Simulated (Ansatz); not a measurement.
# CuO: the cost of one run

Computed with Ansatz 0.2.0 (DFT PBEsol+U (U_eff = 3 eV on Cu d), plane waves, PAW, unless a step's input says otherwise).

### Step 1. Starting point

Symmetry: C2/c, No. 15, monoclinic system. Conventional cell: a = 4.684 Å, b = 3.423 Å, c = 5.129 Å, α = 90.00°, β = 99.54°, γ = 90.00°. Cu (site symmetry -1) is surrounded by 4 O at 1.95 to 1.96 Å. O (site symmetry 2) is surrounded by 4 Cu at 1.95 to 1.96 Å.

As a file:

```
Cu O
1.0
     2.34185   -1.71130    0.00000
     2.34185    1.71130    0.00000
    -0.85003    0.00000    5.05787
Cu O
2 2
Cartesian
  1.1709 0.8556 0.0000
  0.7459 -0.8556 2.5289
  2.1293 -0.2793 1.2645
  1.7043 0.2793 3.7934
```

An earlier series on this cell reached its lowest free state from «antiferromagnetic start, free», perhaps among other starts.

### Step 2. No spin polarisation

File input.yaml:

```yaml
crystal:
  lattice:
    - [2.34184962, -1.71129972, 0.0]
    - [2.34184962, 1.71129972, 0.0]
    - [-0.85002986, 0.0, 5.05786919]
  atoms:
    - { symbol: Cu, position: [0.0, 0.5, 0.0] }
    - { symbol: Cu, position: [0.5, 0.0, 0.5] }
    - { symbol: O, position: [0.5816, 0.4184, 0.25] }
    - { symbol: O, position: [0.4184, 0.5816, 0.75] }
basis:
  ecutwfc: 420
  ecutrho_ratio: 4
kpoints:
  mp_grid: { grid: [7, 7, 4] }
hamiltonian:
  xc: pbesol
  hubbard:
    sites: [{ site: 0, l: d, u_eff: 3.0 }, { site: 1, l: d, u_eff: 3.0 }]
scf:
  occupations: { method: gaussian, width: 0.05 }
  lower_state_search: "off"
  max_iter: 150
output:
  forces: true
  stress: true
  eigenvalues: true
  populations: true
  hubbard: { sites: [{ site: 0, l: d }, { site: 1, l: d }] }
```

Started as:

```
ansatz run input.yaml --threads 2 --pin off --max-ram 3072MiB --backend cpu --events-out ev --progress --plain --runs-dir out
```

**Question.** How long does this run take on 2 threads of Arm Neoverse V1, shared host, and how much memory does it need?

About 3.6 s, with a peak of 0.39 GiB.
